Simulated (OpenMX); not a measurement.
# LiCl: equation of state with PBE

Crystal: LiCl.

```
Cl Li
1.0
     0.00000    2.56477    2.56477
     2.56477    0.00000    2.56477
     2.56477    2.56477    0.00000
Cl Li
1 1
Direct
  0.50000 0.50000 0.50000
  0.00000 0.00000 0.00000
```

```yaml
Program: OpenMX 3.8.5
Task: equation of state
Functional: PBE
Potentials_or_basis: OpenMX 2013 PBE set, Cl7.0-s2p2d1f1, Li8.0-s3p2, fixed grid of 30 × 30 × 30 points
k_mesh: 9 × 9 × 9
Occupations: fermi-dirac, width 0.05 eV
Spin: no spin polarisation
Mixing_scheme: rmm-diisk
SCF_threshold: 1e-08 Ha
Solver: band
Grid_points_held_for_all_volumes: 30 × 30 × 30
```

* Equilibrium volume: 17.30 Å³/atom
* Bulk modulus: 30 GPa
* Pressure derivative of the bulk modulus: 5.0 (rough: it moves with the points fitted)

Energy against volume, from the lowest point:
| volume (Å³/atom) | energy (meV/atom) |
| --- | --- |
| 15.859 | 13.19 |
| 16.196 | 7.40 |
| 16.534 | 3.36 |
| 16.871 | 0.96 |
| 17.209 | 0.00 |
| 17.546 | 0.27 |
| 17.883 | 1.69 |

Caveat: volumes in these bases differ from converged ones by about 1 %, for some elements by several; the basis of atomic orbitals isn't converged, which shifts pressures, moduli and gaps. Zero-point motion and thermal expansion aren't in these numbers.
